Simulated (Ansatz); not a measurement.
ZnSiP2 as one 8-atom ordering (I-42d) on the zincblende lattice, relaxed with r2SCAN in the plane-wave code Ansatz: the symmetry is I-42d (No. 122, tetragonal); a = 5.377 Å, c = 10.468 Å in the conventional setting, 18.92 Å³ an atom. Zn is surrounded by 4 P at 2.36 Å; P is surrounded by 2 Si at 2.26 Å and 2 Zn at 2.36 Å; Si is surrounded by 4 P at 2.26 Å. The primitive cell holds 8 atoms in 151.32 Å³. No spin polarisation. The prototype was imposed, so other structures may be more stable.

Computed values: PBE gives a gap of 1.31 eV and PBE0 (25 % exact exchange) 2.65 eV; one over PBE's mean ε∞ is 0.095. HSE06 (4×4×4) gives a least gap of 1.99 eV, direct.

**Question.** What is the density?

**Answer.** The cell holds 2 Zn, 4 P, 2 Si: M = 2×65.380 + 4×30.974 + 2×28.085 = 310.83 u in V = 151.32 Å³. ρ = 1.66054 × M/V = 1.66054 × 310.83/151.32 = 3.411 g/cm³, for the static r2SCAN lattice.

**Question.** Taking the gap as linear in the share of unscreened exchange, estimate the gap of the hybrid whose share is 1/ε∞.

**Answer.** The slope is (2.65 − 1.31)/0.25 = 5.36 eV per unit share, so E_g ≈ 1.31 + 5.36 × 0.095 = 1.82 eV. The run with that share gives 1.81 eV (4×4×4 mesh), -0.01 eV from the straight line.

**Question.** At what wavelength does absorption set in by HSE06, excitons left aside?

**Answer.** λ = 1239.84 eV nm/E: 623 nm for the least gap. The direct edge lies in the visible range.

The meshes of the hybrids are coarse, so their gaps aren't converged to the digits shown.
